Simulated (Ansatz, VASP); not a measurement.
Two plane-wave programs on Ta

```
Ta
1.0
    -1.63091    1.63091    1.63091
     1.63091   -1.63091    1.63091
     1.63091    1.63091   -1.63091
Ta
1
Direct
  0.00000 0.00000 0.00000
```

Alike in both runs: task relaxation of cell and atoms; functional PBEsol; k mesh 18 × 18 × 18; occupations gaussian, width 0.1 eV; no spin polarisation.

|  | VASP | Ansatz |
| --- | --- | --- |
| version | VASP 6.6.1 | Ansatz 0.2.0 |
| potentials or method | VASP PAW PBE potentials, release 64 (Ta_pv) | scalar-relativistic, plane waves, PAW |
| plane-wave cutoff (eV) | 600 | 420 |
| valence electrons in the cell | 11 | 13 |

Ansatz gave:

- gap on the k mesh at the Fermi level, each at its own relaxed structure (eV): none
- relaxed volume (Å³/atom): 17.65
- relaxed cell length with the largest relative difference (Å): 2.841
- energy change over the relaxation (meV/atom): -3

**Question.** Which values does VASP return?

**Answer.** gap on the k mesh at the Fermi level, each at its own relaxed structure (eV): none; relaxed volume (Å³/atom): 17.67; relaxed cell length with the largest relative difference (Å): 2.842; energy change over the relaxation (meV/atom): -4.

A gap of «none» marks a metal or a gap that the smearing closes. The two sets of potentials don't hold the same shells in valence.

Caveats: the PAW data sets were made with another functional, which shifts forces and pressure a little (VASP). The runs have no spin-orbit coupling, so splittings on Ta are missing.
